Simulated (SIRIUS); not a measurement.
Al under changes of volume

One of the cells (17.003 Å³/atom); the others are scaled copies at fixed shape and fractional positions:

```
CELL_PARAMETERS angstrom
2.83108 0.00000 0.00000
-1.41554 2.45179 0.00000
0.00000 0.00000 4.89908
ATOMIC_POSITIONS crystal
Al 0.33333 0.66667 0.25000
Al 0.66667 0.33333 0.75000
```

This isn't the form of Al at room conditions, which is fcc.

| Property | Result |
| --- | --- |
| Program | SIRIUS 7.10.0 |
| Functional | PBEsol |
| Potentials or basis | PseudoDojo 0.4.1 PBEsol standard (scalar relativistic) |
| Cutoff | 557 eV |
| Density cutoff | 2229 eV |
| k mesh | 11 × 11 × 6 |
| Occupations | fermi-dirac, width 0.05 eV |
| Spin | no spin polarisation |

| volume (Å³/atom) | energy over the lowest point (meV/atom) | pressure (GPa) |
| --- | --- | --- |
| 15.669 | ? | ? |
| 16.003 | 1.98 | 1.9 |
| 16.336 | 0.00 | 0.1 |
| 17.003 | 6.05 | -2.9 |
| 17.336 | 13.40 | -4.1 |
| 17.670 | 23.23 | -5.2 |

What does the run at 15.669 Å³/atom give?

Energy over the lowest point 7.82 meV/atom; pressure 3.8 GPa.

Worked out: A Birch-Murnaghan fit of order 3 (a polynomial in V^(-2/3)) to the other rows has its minimum at 16.35 Å³/atom with B0 = V·E''(V) = 81 GPa and B' = 4.5 at fixed shape and positions, which overstates the stiffness. It gives 7.86 meV/atom at 15.669 Å³/atom, against the run's 7.82, and -dE/dV = 3.8 GPa, against 3.8.

Energies are extrapolated to zero smearing.
